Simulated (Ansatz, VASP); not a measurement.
**One calculation of Tl, two programs**

```xyz
1
Lattice="3.3619 0.0000 0.0000 -1.1206 3.1696 0.0000 -1.1206 -1.5848 2.7450" Properties=species:S:1:pos:R:3 pbc="T T T"
Tl    0.0000    0.0000    0.0000
```

This isn't the form of Tl at room conditions, which is hcp.

Alike in both runs: task single point; functional r2SCAN; k mesh 10 × 10 × 10; occupations fermi-dirac, width 0.1 eV; no spin polarisation.

|  | VASP | Ansatz |
| --- | --- | --- |
| version | VASP 6.6.1 | Ansatz 0.2.0 |
| potentials or method | VASP PAW PBE potentials, release 64 (Tl_d) | plane waves, PAW |
| plane-wave cutoff (eV) | 520 | 500 |
| valence electrons in the cell | 13 | 13 |

Ansatz gave:

| Quantity | Value |
| --- | --- |
| pressure (GPa) | 0.9 |

Task: Estimate VASP's values.

Result: Pressure (GPa): 0.8.

The functional is the same, so the differences come from potentials, cutoffs and numerics.

Caveats: the PAW data sets were made with another functional, which shifts forces and pressure a little (VASP). The runs have no spin-orbit coupling, so splittings on Tl are missing.
